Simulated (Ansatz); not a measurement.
CaF$_{2}$ (fluorite)

```
CELL_PARAMETERS angstrom
      0.00000     2.71957     2.71957
      2.71957     0.00000     2.71957
      2.71957     2.71957     0.00000
ATOMIC_POSITIONS crystal
  Ca 0.00000 0.00000 0.00000
  F  0.25000 0.25000 0.25000
  F  0.75000 0.75000 0.75000
```

In this cell atom 3 (F, nearest neighbour Ca at 2.355 Å; its periodic images, 3.8 Å or more away, move with it) is moved by u·(1.000, 0.000, 0.000) + v·(0.000, 0.000, 1.000); the rest is frozen.

Level of theory: r2SCAN (plane waves to 500 eV, PAW, scalar-relativistic; Ansatz, a program for electronic structure). k mesh 9×9×9 (Γ-centred), Fermi-Dirac smearing 0.05 eV. The energy includes the smearing's −TS. CaF2 was relaxed with its symmetry unable to fall.

Changes of ΔE (meV/cell) from the point u = 0.000 Å, v = 0.000 Å when one coordinate moves alone (two changes are said to add if the coupling is within 5 % of the smaller one, nearly so within 20 %):

```
point                      change
-------------------------  ------
u = 0.000 Å, v = -0.350 Å   321.0
u = 0.000 Å, v = -0.233 Å   138.8
u = 0.000 Å, v = -0.117 Å    34.1
u = -0.350 Å, v = 0.000 Å   321.0
u = -0.233 Å, v = 0.000 Å   138.8
u = -0.117 Å, v = 0.000 Å    34.1
u = 0.117 Å, v = 0.000 Å     34.1
u = 0.233 Å, v = 0.000 Å    138.8
u = 0.350 Å, v = 0.000 Å    321.0
u = 0.000 Å, v = 0.117 Å     34.1
u = 0.000 Å, v = 0.233 Å    138.8
u = 0.000 Å, v = 0.350 Å    321.0
```

Question: Do the two effects add at u = -0.117 Å, v = 0.233 Å? Give the computed change.

Answer: The sum of the single changes is 34.1 + (138.8) = 172.9; the calculation gives 176.5, so the coupling contributes 3.6 (under 20 % of the smaller single change, nearly additive).

Question: What is the change at u = 0.350 Å, v = 0.117 Å, where both move, and how far is it from the sum?

Answer: The sum of the single changes is 321.0 + (34.1) = 355.1; the calculation gives 362.9, so the coupling contributes 7.8 (over 20 % of the smaller single change, not additive).

Question: What is the change at u = 0.350 Å, v = 0.233 Å, where both move, and how far is it from the sum?

Answer: The sum of the single changes is 321.0 + (138.8) = 459.8; the calculation gives 490.7, so the coupling contributes 30.9 (over 20 % of the smaller single change, not additive).

(For displaced atoms, the force is minus the slope of the energy, and its curvature is a force constant, which sets phonon frequencies.)
